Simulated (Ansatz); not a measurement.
Runs of Ansatz 0.2.0 on Ti. Symmetry: P6_3/mmc, No. 194, hexagonal system. Conventional cell: a = 2.950 Å, b = 2.950 Å, c = 4.680 Å, α = 90.00°, β = 90.00°, γ = 120.00°. Ti (site symmetry -6m2) is surrounded by 12 Ti at 2.89 to 2.95 Å. 

| task | level | cell | k mesh | cutoff (eV) | target pressure (GPa) | points for each segment of the path | mesh quality | gap on the mesh (eV) | pressure (GPa) |
| --- | --- | --- | --- | --- | --- | --- | --- | --- | --- |
| relaxation of cell and atoms | PBEsol | relaxed to 20 GPa | 10 × 10 × 6 | 420 | 20 | - | not flagged | none | 20.0 |
| band structure | revPBE | as given | 6 × 6 × 3 | 420 | - | 14 | coarse | none | (b) |
| relaxation of cell and atoms | PBEsol | relaxed to 2 GPa | 10 × 10 × 6 | 420 | 2 | - | not flagged | none | 2.0 |
| relaxation of cell and atoms | PBEsol | relaxed | 10 × 10 × 6 | 420 | 0 | - | not flagged | none | 0.0 |
| band structure | PBEsol | as given | 6 × 6 × 3 | 420 | - | 14 | coarse | none | -5.2 |
| relaxation of cell and atoms | PBEsol | relaxed to 10 GPa | 10 × 10 × 6 | 420 | 10 | - | not flagged | none | 10.0 |
| relaxation of cell and atoms | PBEsol | relaxed to 30 GPa | 10 × 10 × 6 | 420 | 30 | - | not flagged | none | 30.0 |
| relaxation of cell and atoms | PBEsol | relaxed to 5 GPa | 10 × 10 × 6 | 420 | 5 | - | not flagged | none | 5.0 |
| band structure | RPBE | as given | 6 × 6 × 3 | 420 | - | 14 | coarse | none | (a) |
| band structure | r2SCAN | as given | 6 × 6 × 3 | 500 | - | 14 | coarse | none | -1.7 |
| band structure | BLYP | as given | 6 × 6 × 3 | 420 | - | 14 | coarse | none | 1.5 |
| band structure | LDA | as given | 6 × 6 × 3 | 420 | - | 14 | coarse | none | -9.3 |

Alike in all rows: potentials or basis Ansatz PAW; no spin polarisation; smearing fermi-dirac 0.05 eV.

Estimate the missing entries.

(a) 2.1; (b) 1.2.

Caveats: some runs use coarse meshes; the PAW data sets come from PBE, with cores solved anew for the run's functional, which leaves a small shift of forces and pressure; the plane-wave basis is chosen anew once the cell has moved, so the energies of steps on either side of that aren't comparable (some runs).

A gap of «none» marks a metal or a gap under the smearing width.

Runs at the PBE level aren't shown here.
